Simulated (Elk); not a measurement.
An Elk run on Er with settings drawn from a wide range, so not all are converged; totals and levels move with the basis, and no second program has checked them. These are results of DFT, revPBE, all-electron APW+lo, Dirac cores, scalar-relativistic bands in Elk 11.2.3 with local patches, not measurements. Elk's input is in atomic units.

Command: `OMP_NUM_THREADS=1 elk` The run took 93 s on 1 thread of Arm Neoverse N1, on a shared host, peak memory 0.06 GiB.

```
tasks
  0
  110
  115
  15
  10

xctype
  21

rgkmax
  8.5

gmaxvr
  16

lmaxapw
  9

lmaxo
  5

lmaxi
  2

nrmtscf
  1

nempty
  8

epspot
  1e-07

epsengy
  0.0001

maxscl
  60

swidth
  0.0005

stype
  1

lradstp
  4

mixtype
  3

hmaxvr
  6

nxlo
  2

nxoapwlo
  1

reducebf
  0.5

spinpol
  .true.

tforce
  .true.

sppath
  './'

avec
  -3.83488984406 3.83488984406 3.83488984406
  3.83488984406 -3.83488984406 3.83488984406
  3.83488984406 3.83488984406 -3.83488984406

atoms
  1
  'Er.in'
  1
  0.000000000000 0.000000000000 0.000000000000   0.000 0.000 -2.000

ngridk
  9 9 9

wplot
  120 100 1
  -0.55 0.3
```

Muffin-tin radii in the species files: Er 2.80 bohr.

The cell is the one relaxed in the Materials Project (mp-10753), not relaxed further here; entries there can be hypothetical. The listed cell was then made from it by scaling, straining or moving an atom.

What does the run give?

It did not converge (60 SCF iterations).
```
Warning(readinput): nxoapwlo beside nxlo (a quality's, too) :  1 2
 they can be nearly the same functions, and loops lose the density: leave one out then
Warning(gndstate): failed to reach self-consistency after 60 loops
```
